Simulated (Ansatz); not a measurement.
# PbO2 monolayer (2H): relaxing the cell for a phonon run

Task: relax PbO2 monolayer (2H) tightly.

Calculated with Ansatz 0.2.0; DFT PBEsol, scalar-relativistic, plane waves, PAW; PAW set soft_1.

## Step 1: Set-up

The cell holds 3 atoms: 1 Pb and 2 O. Its edges and angles: a = 3.470 Å, b = 3.470 Å, c = 20.000 Å, α = 90.0°, β = 90.0°, γ = 120.0°. It derives from PbO2. Vacuum lies along c.

Coordinates:

```cif
data_structure
_symmetry_space_group_name_H-M 'P 1'
_symmetry_Int_Tables_number 1
_cell_length_a 3.4700
_cell_length_b 3.4700
_cell_length_c 20.0000
_cell_angle_alpha 90.000
_cell_angle_beta 90.000
_cell_angle_gamma 120.000
_cell_volume 208.55
loop_
_atom_site_label
_atom_site_type_symbol
_atom_site_fract_x
_atom_site_fract_y
_atom_site_fract_z
_atom_site_occupancy
Pb1 Pb 0.33333 0.66667 0.50000 1
O2 O 0.66667 0.33333 0.56125 1
O3 O 0.66667 0.33333 0.43875 1
```

## Step 2: Probe on a coarse mesh

First a cheap look: the gap decides the mesh and the occupations, the pressure tells how far the cell has to move.

The program solves this slab on a cell height of its own, 28.7 Å, in place of the one typed.

input.yaml

```yaml
crystal:
  lattice:
    - [3.47, 0.0, 0.0]
    - [-1.735, 3.00511, 0.0]
    - [0.0, 0.0, 20.0]
  atoms:
    - { symbol: Pb, position: [0.333333, 0.666667, 0.5] }
    - { symbol: O, position: [0.666667, 0.333333, 0.56125] }
    - { symbol: O, position: [0.666667, 0.333333, 0.43875] }
  periodic: [true, true, false]
kpoints:
  mp_grid: { grid: [6, 6, 1] }
hamiltonian:
  xc: pbesol
  pseudopotentials: { kind: paw, azcp: { folder: soft_1 }, xc_functional: pbe }
scf:
  occupations: { method: gaussian, width: 0.1 }
output:
  forces: true
  stress: true
  eigenvalues: true
```

Launch:

```sh
ansatz run input.yaml --threads 4 --pin off --max-ram 16384MiB --backend cpu --events-out ev --progress --plain --runs-dir out
```

Numbers of over 12 decimals in the logs are rounded to 6 here.

The program printed:

```text
[...]
--- Band table (eV; the first three rows and the last of 7) ---
  k-point 0: bands = [... 9 lower, -9.3944, -8.8278, -8.8278, -8.5339, -8.1263, -3.6252, -0.3507, -0.0769]
  k-point 1: bands = [... 9 lower, -9.6740, -9.4270, -8.8237, -8.0429, -7.6755, -2.7140, -1.2569, 0.1026]
  k-point 2: bands = [... 9 lower, -10.3143, -10.2069, -8.8160, -7.8748, -6.8748, -3.1162, -1.1351, 1.1690]
  k-point 6: bands = [... 9 lower, -10.5245, -10.5011, -9.2463, -7.7546, -5.9751, -3.0084, -0.0314, 0.0689]
[key lines of the parts left out:]
SCF converged after 9 iterations
Free energy (F): -12874.484897 eV
Fermi energy:    -7.714516 eV
P = ½ c Tr σ = -7.6021 N/m
```

Elapsed: 1.9 s, on 4 threads of Arm Neoverse V2, shared host; peak memory 0.46 GiB.

This step gave:

```
gap on the k-mesh : 0 eV
area per atom     : 3.476 Å²
```

The coarse mesh shows no gap.

## Step 3: Relaxation

The cell and atoms are relaxed, since residual forces and stress would shift the frequencies.

The program solves this slab on a cell height of its own, 28.7 Å, in place of the one typed.

input.yaml, as its differences from that of step 2:

```diff
@@ -11,3 +11,3 @@
 kpoints:
-  mp_grid: { grid: [6, 6, 1] }
+  mp_grid: { grid: [15, 15, 1] }
 hamiltonian:
@@ -21 +21,10 @@
   eigenvalues: true
+  write_density: true
+  write_potential: true
+  elf: true
+  volumetric_format: npy
+relax:
+  adjacent_minimum: "off"
+  f_tol: 0.005
+  max_steps: 80
+  cell: { stress_2d_tol: 0.02 }
```

The program printed:

```text
[...]
Crystal: 3 atoms, lattice volume = 299.276 Å³
Basis set: ecut = 420 eV, 5801 PW (Γ), exchange–correlation on 48×48×384 points (8 copies of the dense FFT grid, shifted against one another)
Bands: 17, of which v1, the nominal top of the filled ones, is band 13 counted from 1 (12 counted from 0)
Symmetry: 12 space group operations
[...]
k-points: 27 of 225 (time reversal used)
[...]
SCF iter   1: F=—  HF=-12876.891356 eV  |F-HF|=—  |Δ(HF+E_count)|=         —  Δρ=4.91e-2  dr2=9.56e0  ethr=3.10e-3  ⟨swp⟩=10.6  Hψ=3904  notcnv=0
[...]
SCF iter  10: F=-12874.502402 eV  HF=-12874.502402 eV  |F-HF|=2.45e-9  |Δ(HF+E_count)|=   3.12e-8  Δρ=4.52e-7  dr2=5.83e-10  ethr=2.33e-11  ⟨swp⟩=11.1  Hψ=4245  notcnv=0
SCF 1 converged in 10 iterations: F = -12874.502402 eV  dr2 = 5.83e-10
[...]
relax step   1: F+E_penalty+E_count = -12874.50240249 eV  Δ(F+E_penalty+E_count) = +0.000e0 eV  max|allowed force component| = 1.855e-1 eV/Å  Δτ_max = 0.0000 Å  P = -7.513 N/m  Ω = 299.276 Å³  fix = [c, alpha, beta]  reactions: c -0.000 N/m  (10 SCF iters, dr2 threshold 1.00e-7 eV, accepted)
Crystal: 3 atoms, lattice volume = 270.805 Å³
Basis set: ecut = 420 eV, 5375 PW (Γ), exchange–correlation on 48×48×384 points (8 copies of the dense FFT grid, shifted against one another)
[...]
iter 1 solved again at ethr=2.73e-4 eV; its pass at ethr=3.10e-3 eV (dr2=7.10e-2 eV) is discarded
[...]
SCF iter   8: F=-12874.825722 eV  HF=-12874.825722 eV  |F-HF|=4.50e-9  |Δ(HF+E_count)|=   6.58e-9  Δρ=5.48e-7  dr2=4.64e-10  ethr=5.52e-11  ⟨swp⟩=11.5  Hψ=4373  notcnv=0
SCF 2 converged in 8 iterations: F = -12874.825722 eV  dr2 = 4.64e-10
[...]
relax step   2: F+E_penalty+E_count = -12874.82572156 eV  Δ(F+E_penalty+E_count) = -3.233e-1 eV  max|allowed force component| = 7.886e-1 eV/Å  Δτ_max = 0.0926 Å  P = -3.752 N/m  Ω = 270.805 Å³  energy of the carried Pulay correction = +9.071e-3 eV  fix = [c, alpha, beta]  reactions: c -0.000 N/m  (8 SCF iters, dr2 threshold 3.00e-7 eV, accepted)
Crystal: 3 atoms, lattice volume = 243.746 Å³
Basis set: ecut = 420 eV, 4727 PW (Γ), exchange–correlation on 48×48×384 points (8 copies of the dense FFT grid, shifted against one another)
[...]
SCF iter   9: F=-12874.527737 eV  HF=-12874.527737 eV  |F-HF|=1.98e-9  |Δ(HF+E_count)|=   4.82e-9  Δρ=1.29e-7  dr2=2.78e-11  ethr=2.89e-12  ⟨swp⟩=10.5  Hψ=4202  notcnv=0
SCF 3 converged in 9 iterations: F = -12874.527737 eV  dr2 = 2.78e-11
[...]
relax step   3: F+E_penalty+E_count = -12874.52773750 eV  Δ(F+E_penalty+E_count) = +2.980e-1 eV  max|allowed force component| = 2.608e0 eV/Å  Δτ_max = 0.1454 Å  P = +9.297 N/m  Ω = 243.746 Å³  energy of the carried Pulay correction = +1.858e-2 eV  fix = [c, alpha, beta]  (9 SCF iters, dr2 threshold 3.00e-7 eV, rejected (line search))
[...]
relax step   4: F+E_penalty+E_count = -12874.90871217 eV  Δ(F+E_penalty+E_count) = -8.299e-2 eV  max|allowed force component| = 2.636e-1 eV/Å  Δτ_max = 0.0267 Å  P = -0.816 N/m  Ω = 260.870 Å³  energy of the carried Pulay correction = +1.246e-2 eV  fix = [c, alpha, beta]  reactions: c -0.000 N/m  (11 SCF iters, accepted)
[...]
relax step   5: F+E_penalty+E_count = -12874.91463044 eV  Δ(F+E_penalty+E_count) = -5.918e-3 eV  max|allowed force component| = 1.906e-2 eV/Å  Δτ_max = 0.0149 Å  P = -0.087 N/m  Ω = 259.204 Å³  energy of the carried Pulay correction = +1.303e-2 eV  fix = [c, alpha, beta]  reactions: c -0.000 N/m  (7 SCF iters, dr2 threshold 3.00e-7 eV, accepted)
[...]
relax step   6: F+E_penalty+E_count = -12874.91480757 eV  Δ(F+E_penalty+E_count) = -1.771e-4 eV  max|allowed force component| = 2.886e-3 eV/Å  Δτ_max = 0.0015 Å  P = +0.006 N/m  Ω = 258.856 Å³  energy of the carried Pulay correction = +1.316e-2 eV  fix = [c, alpha, beta]  reactions: c +0.000 N/m  (4 SCF iters, dr2 threshold 2.27e-8 eV, accepted)
[...]
relax step   7: F+E_penalty+E_count = -12874.90888880 eV  Δ(F+E_penalty+E_count) = +5.919e-3 eV  max|allowed force component| = 2.977e-3 eV/Å  Δτ_max = 0.0000 Å  P = -0.128 N/m  Ω = 258.856 Å³  fix = [c, alpha, beta]  reactions: c -0.000 N/m  stress off target by 1.28e-1 N/m on what of the cell is left free  SCF on the basis re-selected at this cell (its energy is not comparable with the rows above)  (8 SCF iters)
[...]
relax step   8: F+E_penalty+E_count = -12874.90908409 eV  Δ(F+E_penalty+E_count) = -1.953e-4 eV  max|allowed force component| = 7.891e-5 eV/Å  Δτ_max = 0.0002 Å  P = -0.004 N/m  Ω = 258.480 Å³  energy of the carried Pulay correction = +1.417e-4 eV  fix = [c, alpha, beta]  reactions: c -0.000 N/m  (6 SCF iters, accepted)
[...]
SCF iter   1: F=—  HF=-12874.908916 eV  |F-HF|=—  |Δ(HF+E_count)|=         —  Δρ=3.59e-6  dr2=9.77e-9  ethr=6.61e-7  ⟨swp⟩=6.2  Hψ=6943  notcnv=0
eigensolver tolerance schedule: the retry pair's looser diagonalisation over-reported the residual by 17586.11 of it (diagonalisation noise at an unbounded share of the residual, at the tolerance the schedule requests for it); recorded, not acted on — ethr = c·dr2/N_el stays at c = 1.0e-1
[...]
SCF iter   2: F=—  HF=-12874.908949 eV  |F-HF|=—  |Δ(HF+E_count)|=   3.26e-5  Δρ=2.20e-6  dr2=2.07e-8  ethr=3.76e-11  ⟨swp⟩=7.1  Hψ=2090  notcnv=0
[...]
SCF iter   7: F=-12874.908949 eV  HF=-12874.908949 eV  |F-HF|=9.09e-12  |Δ(HF+E_count)|=  2.91e-11  Δρ=9.45e-9  dr2=1.23e-13  ethr=1.00e-12  ⟨swp⟩=17.7  Hψ=4126  notcnv=0
SCF 9 converged in 7 iterations: F = -12874.908949 eV  dr2 = 1.23e-13
relax step   9: F+E_penalty+E_count = -12874.90894869 eV  Δ(F+E_penalty+E_count) = +1.354e-4 eV  max|allowed force component| = 6.228e-5 eV/Å  Δτ_max = 0.0000 Å  P = -0.006 N/m  Ω = 258.480 Å³  fix = [c, alpha, beta]  reactions: c -0.000 N/m  stress off target by 6.47e-3 N/m on what of the cell is left free  SCF on the basis re-selected at this cell (its energy is not comparable with the rows above)  (7 SCF iters)
[...]
WARN: The output density's exchange-correlation potential varies sharply where the density is thin. Do not read a vacuum level from v_tot or v_xc, or from such a field of the output density. On a cell that repeats whose density bears no net charge and no dipole along the vacuum's axis use v_es (v_loc + v_h of the components); under efield.dipole_correction with no amplitude use v_es + v_field, which holds any externa [...]
SCF converged after 7 iterations
Free energy (F): -12874.908949 eV
[...]
Internal energy: -12874.907382 eV  (E = F + TS)
E sigma→0 (E₀):  -12874.908165 eV
Entropy (-TS):   -0.001567 eV (-0.522 meV/atom)
Fermi energy:    -8.265840 eV
[...]
--- Forces (eV/Å), atoms counted from 1 ---
  atom   1  Pb     0.00000000     0.00000000     0.00000000
  atom   2  O      0.00000000    -0.00000000     0.00006228
  atom   3  O      0.00000000    -0.00000000    -0.00006228
  max |Σ_I F_I| component: 1.85e-17 eV/Å
--- 2D stress c σ (N/m, compression-positive) ---
       -0.006474       0.000000       0.000000
        0.000000      -0.006474       0.000000
        0.000000       0.000000       0.000000
  P = ½ c Tr σ = -0.0065 N/m
--- Band table (eV; the first three rows and the last of 27) ---
  k-point 0: bands = [... 9 lower, -9.4627, -9.1112, -9.1112, -9.0397, -8.3289, -3.0836, -0.2941, -0.0627]
  k-point 1: bands = [... 9 lower, -9.5199, -9.2734, -9.1089, -9.0030, -8.0779, -2.8773, -0.2216, 0.0215]
  k-point 2: bands = [... 9 lower, -9.6806, -9.6593, -9.1030, -8.9315, -7.6003, -2.3325, -0.0674, 0.2731]
  k-point 26: bands = [... 9 lower, -11.2741, -11.0423, -9.6940, -8.3963, -5.5054, -3.4998, 0.6173, 1.3494]
--- Relaxed structure (7 steps of the walk, 6 accepted, 2 SCFs on fresh bases) ---
  F+E_penalty+E_count = -12874.90894869 eV   max|allowed force component| = 6.228e-5 eV/Å   (the final SCF, on the basis selected at the relaxed cell)
  cell:  # Å, volume = 258.4802 Å³
    - [3.224834, 0, 0.0]
    - [-1.612417, 2.792788, 0.0]
    - [0.0, 0.0, 28.700000]
  atoms:
    - { symbol: Pb, position: [0.333333, 0.666667, 0.348432] }
    - { symbol: O, position: [0.666667, 0.333333, 0.392951] }
    - { symbol: O, position: [0.666667, 0.333333, 0.303913] }
```

It took 50 s on 4 threads; peak memory 0.59 GiB.

Relaxation path:

| step | energy less that of the first step (eV) | largest force component (eV/Å) | volume (Å³) |
| --- | --- | --- | --- |
| 1 | 0.0000 | 0.1855 | 299.28 |
| 2 | -0.3233 | 0.7886 | 270.81 |
| 3 | -0.0253 | 2.6077 | 243.75 |
| 4 | -0.4063 | 0.2636 | 260.87 |
| 5 | -0.4122 | 0.0191 | 259.20 |
| 6 | -0.4124 | 0.0029 | 258.86 |
| 7* | -0.4065 | 0.0030 | 258.86 |
| 8 | -0.4067 | 0.0001 | 258.48 |
| 9* | -0.4065 | 0.0001 | 258.48 |

Relaxation steps marked * repeat the geometry before them on a plane-wave basis chosen anew for their cell, so energy and pressure can jump there. Relaxation step 3 was tried and not accepted.

The run keeps the 12 symmetry operations that it works with, so distortions that break them were not tested.

| cell as run | before | after | change |
| --- | --- | --- | --- |
| a (Å) | 3.470 | 3.225 | -7.1 % |
| b (Å) | 3.470 | 3.225 | -7.1 % |

The atoms that moved most (Å, along periodic axes as changes of fractional coordinates times the final cell, across vacuum about the mean position):

| atom | dx | dy | dz | length |
| --- | --- | --- | --- | --- |
| O2 | 0.000 | 0.000 | 0.053 | 0.053 |
| O3 | 0.000 | 0.000 | -0.053 | 0.053 |

The relaxed structure:

```xyz
3
Lattice="3.2248 0.0000 0.0000 -1.6124 2.7928 0.0000 0.0000 0.0000 28.7000" Properties=species:S:1:pos:R:3
Pb    0.0000    1.8619   10.0000
O     1.6124    0.9309   11.2777
O     1.6124    0.9309    8.7223
```

This step gave:

```yaml
area_per_atom: 3.002 Å²
```

Electrostatic potential energy in the ac plane at fractional y = 0.333, with atoms of O within 0.2 Å of it. With pseudopotentials it is smooth inside the atoms' cores, unlike the true potential.

Ten even steps from '_' (-27 eV) to '@' (0 eV), each cell a mean:
```
@@@@@@@@@@@@@@@@@@@@@@@@@@@@@@@@@@
@@@@@@@@@@@@@@@@@@@@@@@@@@@@@@@@@@
@@@@@@@@@@@@@@@@@@@@@@@@@@@@@@@@@@
@@@@@@@@@@@@@@@@@@@@@@@@@@@@@@@@@@
@@@@@@@@@@@@@@@@@@@@@@@@@@@@@@@@@@
@@@@@@@@@@@@@@@@@@@@@@@@@@@@@@@@@@
@@@@@@@@@@@@@@@@@@@@@@@@@@@@@@@@@@
@@@@@@@@@@@@@@@@@@@@@@@@@@@@@@@@@@
@@@@@@@@@@@@@@@@@@@@@@@@@@@@@@@@@@
@@@@@@@@@@@@@@@@@@@@@@@@@@@@@@@@@@
@@@@@@@@@@@@@@@@@@@@@@@@@@@@@@@@@@
@@@@@@@@@@@@@@@@@@@@@@@@@@@@@@@@@@
@@@@@@@@@@@@@@@@@@@@@@@@@@@@@@@@@@
@@@@@@@@@@@@@@@@@@@@@@%%%%@@@@@@@@
##########%%####--__________..++##
--..______::==++**####**######**++
################--..________..++##
@@@@@@@@@@@@@@@@@@%%######%%@@@@@@
@@@@@@@@@@@@@@@@@@@@@@@@@@@@@@@@@@
@@@@@@@@@@@@@@@@@@@@@@@@@@@@@@@@@@
@@@@@@@@@@@@@@@@@@@@@@@@@@@@@@@@@@
@@@@@@@@@@@@@@@@@@@@@@@@@@@@@@@@@@
@@@@@@@@@@@@@@@@@@@@@@@@@@@@@@@@@@
@@@@@@@@@@@@@@@@@@@@@@@@@@@@@@@@@@
```
Columns run along a (3.2 Å; values clipped at the 3rd and 97th percentile), rows up along c (28.7 Å). Atoms in or near the plane, at fractional coordinates: O at (0.67, 0.39), O at (0.67, 0.30).

ELF in the ac plane at fractional y = 0.333, with atoms of O within 0.2 Å of it. It is the smooth field of the valence electrons, not physical close to the nuclei.

Ten even steps from '0' (0.00) to '9' (0.80), each cell a mean:
```
00000000000000000
00000000000000000
00000000000000000
00000000000000000
00000000000000000
00000000000000000
00000000000000000
00000000000000000
00000000000000000
00000000000000000
00000000000000000
00000000000000000
00000000000000000
10000023567776643
41111257999789997
33444322334443322
32111247998779986
10000024678887753
00000000000000000
00000000000000000
00000000000000000
00000000000000000
00000000000000000
00000000000000000
```
Columns run along a (3.2 Å), rows up along c (28.7 Å). Atoms in or near the plane, at fractional coordinates: O at (0.67, 0.39), O at (0.67, 0.30).

Valence density in the ac plane at fractional y = 0.333, with atoms of O within 0.2 Å of it. It is the smooth field of the valence electrons, not physical close to the nuclei.

Ten steps, logarithmic in the rise over the least value, from '0' (0.0 e/Å³) to '9' (5.5 e/Å³), each cell a mean:
```
00000000000000000
00000000000000000
00000000000000000
00000000000000000
00000000000000000
00000000000000000
00000000000000000
00000000000000000
00000000000000000
00000000000000000
00000000000000000
00000000000000000
00000000000000000
00000001233443221
32222335689999764
45555544444444444
33333345689999764
10000012344554321
00000000000000000
00000000000000000
00000000000000000
00000000000000000
00000000000000000
00000000000000000
```
Columns run along a (3.2 Å), rows up along c (28.7 Å). Atoms in or near the plane, at fractional coordinates: O at (0.67, 0.39), O at (0.67, 0.30).

[end of part 1 of 2]

[Logs are printed without paths, hosts, clocks, repeated set-up lines and the standing remarks that a program may print on its own settings, such as how far it seeks lower states.]

[Hosts, paths, dates, database ids (printed as entryN), source tags and the programs' standing remarks are cut or masked in the printed files.]
